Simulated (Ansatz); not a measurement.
Crystal: Au.

```xyz
1
Lattice="2.7484 0.0000 0.0000 0.0000 2.7484 0.0000 0.0000 0.0000 2.7484" Properties=species:S:1:pos:R:3 pbc="T T T"
Au    1.3742    1.3742    1.3742
```

The cell was built by a generator and needn't be a form met in nature.

```yaml
Program: Ansatz 0.2.0
Task: relaxation of cell and atoms
Functional: PBE
Dispersion: D3(BJ)
Potentials_or_basis: Ansatz PAW
Cutoff: "420 eV (not typed: the program's choice for these potentials)"
k_mesh: 10 × 10 × 10
Occupations: fermi-dirac, width 0.05 eV
Spin: no spin polarisation
```

At the start: volume 20.76 Å³/atom.

Task: Where does the relaxation end?

Result: It ends after 4 steps and the volume is 19.99 Å³/atom (-3.7 %); space group Pm-3m (No. 221, to 0.05 Å).

Step by step:
| step | energy change (eV) | largest force (eV/Å) | volume (Å³) |
| --- | --- | --- | --- |
| 1 | 0.0000 | 0.0000 | 20.76 |
| 2 | -0.0102 | 0.0000 | 20.04 |
| 3 | -0.0102 | 0.0000 | 19.99 |
| 4 | -0.0100 | 0.0000 | 19.99 |

Final structure:
```
Au
1.0
     2.71384    0.00000    0.00000
     0.00000    2.71384    0.00000
     0.00000    0.00000    2.71384
Au
1
Cartesian
  1.3569 1.3569 1.3569
```

Caveat: the plane-wave basis is chosen anew once the cell has moved, so the energies of steps on either side of that aren't comparable; pairwise dispersion overbinds metals, which lowers pressure and volume.
